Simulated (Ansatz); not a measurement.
## What sets the Se vacancy content of SnSe$_{2}$

These are results of DFT PBEsol, scalar-relativistic, plane waves, PAW in Ansatz, not measurements.

Settings: cutoff 420 eV, Γ-centred mesh 5×5×3 on the computed 23-atom cell, Gaussian smearing of 0.02 eV; no spin polarisation.

The ordered crystal (P-3m1, 25.88 Å³/atom, a gap on the mesh of 0.48 eV), relaxed at this level:

```
CELL_PARAMETERS angstrom
3.81898 0.00000 0.00000
-1.90949 3.30734 0.00000
0.00000 0.00000 6.14706
ATOMIC_POSITIONS crystal
Sn 0.00000 0.00000 0.00000
Se 0.33333 0.66667 0.25803
Se 0.66667 0.33333 0.74197
```

The crystal stands on its own mesh of 12×12×6. The changed cells were relaxed on coarser meshes and computed once more on meshes like the one named, which can leave forces up to 0.25 eV/Å.

The crystal forms from the elements' standard states with -0.342 eV/atom, or -0.51 eV per Se. From a supercell of 24 atoms neutral Se atoms were removed at random and the cells relaxed:

| Se removed | energy a vacancy, Se-rich (eV) | volume / perfect | gap on mesh (eV) |
| --- | --- | --- | --- |
| 1 | 1.24 | 0.988 | 0.10 |
| 2 | 0.76 | 0.966 | 0.00 |
| 3 | 0.90 | 0.959 | 0.11 |

Task: Over what range can the formation energy of the neutral Se vacancy move?

Result: With k vacancies in the cell, E_v = [E(defect cell) − E(perfect cell)]/k + μ(Se). With μ counted from the standard state, the compound is stable against the two elements for -0.51 eV ≤ Δμ ≤ 0, so for the most dilute cell E_v runs from 1.24 eV (Se-rich) to 1.24 − 0.51 = 0.73 eV (Sn-rich). At 1000 K the site fraction 1/[1 + exp(E_v/k_BT)] spans 5e-7 to 2e-4. Other phases of the two elements can narrow the range. Vacancies of Sn, antisites and interstitials weren't computed and can be far cheaper. Even the most dilute cell lacks 6.2 % of its Se, far from an isolated defect.

With 3 vacancies the cost is 0.90 eV each against 1.24 eV: in these draws vacancies lower each other's cost, a drive to cluster or to part into a phase poorer in Se.

The gap is read on a mesh, which can miss the band edges, so it can be too wide. Each cell of Sn4Se7, Sn8Se13, Sn8Se15 holds layers, and where no dispersion correction was added their binding is poorly described.

Cost: 6 runs of about 2 core-hours in all (earlier runs that led there not counted), on Arm Neoverse V2 (shared hosts).